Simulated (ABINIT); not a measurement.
Crystal: CoO.

```
Co O
1.0
    -1.50800    1.50800    2.10725
     1.50800   -1.50800    2.10725
     1.50800    1.50800   -2.10725
Co O
1 1
Direct
  0.00000 0.00000 0.00000
  0.50000 0.50000 0.00000
```

Base run:

* Program: ABINIT 10.8.3 (patched build)
* Functional: WC
* Potentials or basis: JTH PAW PBE v2.0
* Cutoff: 844 eV
* k mesh: 10 × 10 × 10
* Occupations: fermi-dirac, width 0.05 eV
* Spin: collinear spin, ferromagnetic start
* Starting moments: [2.0, 0.0] μB

Its results: band gap on the k mesh none (metal or under the smearing width); pressure -9.4 GPa; net moment 2.90 μB per cell; site moments Co +2.54; O +0.28 μB.

Problem. After a change of settings the same cell gave: band gap on the k mesh none (metal or under the smearing width); pressure -1.7 GPa; net moment 2.88 μB per cell; site moments Co +2.54; O +0.27 μB. Which change was it?
A. functional from WC to PBEsol; cutoff from 844 eV to 707 eV; fine-grid cutoff from 1442.2 eV to 1306.15 eV
B. functional from WC to PW91
C. functional from WC to revPBE

Solution. B.

PW91 binds less tightly than WC, so the same cell stands under more pressure.

Caveats: the PAW data sets were made with another functional, which shifts forces and pressure a little; a cell with one magnetic atom can't hold antiferromagnetic order, which such compounds often take; semilocal functionals often make such compounds metallic where correlation or magnetic order opens a gap, which also shifts bond lengths.

Not every run made on this cell is shown here.
